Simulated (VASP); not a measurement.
Runs of VASP 6.6.1 on BaTe. All rows change the cell; the cell of one of them follows. The structure is trigonal, space group R-3m (No. 166). Conventional cell: a = 6.240 Å, b = 6.240 Å, c = 7.091 Å, α = 90.00°, β = 90.00°, γ = 120.00°. Ba (site symmetry -3m) is surrounded by 8 Te at 3.55 to 3.79 Å. Te (site symmetry -3m) is surrounded by 8 Ba at 3.55 to 3.79 Å. The cell was built by a generator and needn't be a form met in nature.

```csv
level,cell,k mesh,smearing,exchange at q = 0,grid for exact exchange (PRECFOCK),screening parameter,gap on the mesh (eV),pressure (GPa)
r2SCAN,epitaxial_111 strain +4.0%,6 × 6 × 6,gaussian 0.01 eV,-,-,-,1.23,-0.6
PBE,uniaxial_x strain +5.9%,6 × 6 × 6,fermi-dirac 0.02 eV,-,-,-,0.64,-1.2
HSE06,hydrostatic strain +1.8%,4 × 4 × 4,gaussian 0.01 eV,truncated,Normal,0.2079 1/A,(a),(b)
PBE,hydrostatic strain +1.8%,6 × 6 × 6,fermi-dirac 0.02 eV,-,-,-,0.88,-1.2
```

Alike in all rows: task single point; potentials or basis VASP PAW PBE potentials, release 64 (Ba_sv, Te); no spin polarisation; cutoff (eV) 520.

Q: Estimate the missing entries.

A: (a) 1.56; (b) -1.6.

Caveats: spin-orbit coupling is left out, which moves the levels of the heavy elements; the PAW data sets were made with another functional, which shifts forces and pressure a little (some runs).

A k mesh can miss the band edges, and the runs leave out spin-orbit coupling on Ba, Te.
